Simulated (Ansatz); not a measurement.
PbF2 (fluorite), relaxed with r2SCAN in the PAW code Ansatz. The symmetry is Fm-3m (No. 225, cubic); a = 5.921 Å in the conventional setting, 17.30 Å³ an atom. Pb is surrounded by 8 F at 2.56 Å; F is surrounded by 4 Pb at 2.56 Å.

The axes x, y and z are those of this cell:
```xyz
3
Lattice="0.0000 2.9604 2.9604 2.9604 0.0000 2.9604 2.9604 2.9604 0.0000" Properties=species:S:1:pos:R:3 pbc="T T T"
Pb    0.0000    0.0000    0.0000
F     1.4802    1.4802    1.4802
F     4.4407    4.4407    4.4407
```

Unstrained: PBE gives an indirect gap of 4.419 eV, from W to X; the least direct gap is 4.565 eV at X. The r2SCAN gap is indirect, 4.931 eV (W to X), below the direct gap of 5.073 eV at X. With HSE06 the valence top lies at W and the conduction bottom at X, 5.727 eV higher; the smallest vertical gap, at X, is 5.861 eV. Meshes: PBE 8×8×8, r2SCAN 8×8×8, HSE06 6×6×6. Strains are changes of length per length, and xy shears are angles. After each strain the atoms were relaxed again with r2SCAN in this cell and within any symmetry left, so distortions that break it or need a larger cell weren't tested; points keep the names that they have in the unstrained zone. The values are computed, spin-unpolarised, and not measurements.

**Question.** Estimate what uniaxial -1.5 % along z, other directions held does to the gap.

**Answer.** PBE: the gap goes from 4.419 to 4.354 eV (-0.065 eV); the W points, equivalent before, split by 48 meV, and the valence top lies at those like (1/4, -1/4, -1/2); the X points, equivalent before, split by 43 meV, and the conduction bottom lies at those like (1/2, 1/2, 0). r2SCAN: the gap goes from 4.931 to 4.859 eV (-0.071 eV); the W points, equivalent before, split by 49 meV, and the valence top lies at those like (1/4, -1/4, -1/2); the X points, equivalent before, split by 47 meV, and the conduction bottom lies at those like (1/2, 1/2, 0). HSE06: the gap goes from 5.727 to 5.647 eV (-0.080 eV); the W points, equivalent before, split by 52 meV, and the valence top lies at those like (1/4, -1/4, -1/2); the X points, equivalent before, split by 46 meV, and the conduction bottom lies at those like (1/2, 1/2, 0). The r2SCAN energy rises by 1.4 meV an atom.

**Question.** Apply isotropic -3.0 % on every length. How far does the gap move, against the unstrained cell?

**Answer.** PBE: the gap goes from 4.419 to 4.377 eV (-0.042 eV). r2SCAN: the gap goes from 4.931 to 4.873 eV (-0.058 eV). HSE06: the gap goes from 5.727 to 5.625 eV (-0.102 eV). The r2SCAN energy rises by 38.0 meV an atom.

**Question.** Apply epitaxial -4.0 % in the xy plane, free normal strain +4.38 %. How far does the gap move, against the unstrained cell?

**Answer.** PBE: the gap goes from 4.419 to 4.110 eV (-0.309 eV); the edges go from W → X to (0.370, 1/2, -0.130) → X. r2SCAN: the gap goes from 4.931 to 4.593 eV (-0.337 eV); the edges go from W → X to (3/8, -1/2, -1/8) → X. HSE06: the gap goes from 5.727 to 5.356 eV (-0.371 eV); the edges go from W → X to (0.370, 1/2, -0.130) → X. The r2SCAN energy rises by 19.4 meV an atom.

**Question.** Estimate what uniaxial +3.0 % along [111], other directions held does to the gap.

**Answer.** PBE: the gap goes from 4.419 to 4.417 eV (-0.002 eV); the edges go from W → X to (0.219, -1/2, -0.219) → X. r2SCAN: the gap goes from 4.931 to 4.934 eV (+0.004 eV); the edges go from W → X to (0.219, -1/2, -0.219) → X. HSE06: the gap goes from 5.727 to 5.749 eV (+0.021 eV). The r2SCAN energy rises by 4.9 meV an atom.

**Question.** One strain changed the r2SCAN stress by xx +0.01, yy +0.01, zz +0.04, xy -0.70 GPa (compression positive) and the gap by -0.006 eV (PBE), -0.006 eV (r2SCAN), -0.005 eV (HSE06). Which kind of strain was it, and roughly how large?

**Answer.** Xy shear, engineering strain (angle) +3.0 %. The pattern of the stress gives the kind; the size needs the stiffness, so it is an estimate.

No spin-orbit coupling is included; it can move band edges with weight on the heavy atoms by tenths of an eV.

Where an edge lies off the special points, it is a point of the mesh or the k point where a search put PBE's edge or least direct gap, reused for the other functionals, whose own edges may lie a little apart.

Coordinates of k points refer to the reciprocal vectors of the primitive cell of the runs.

The meshes of the hybrids are coarse, so their gaps aren't converged to the digits shown.
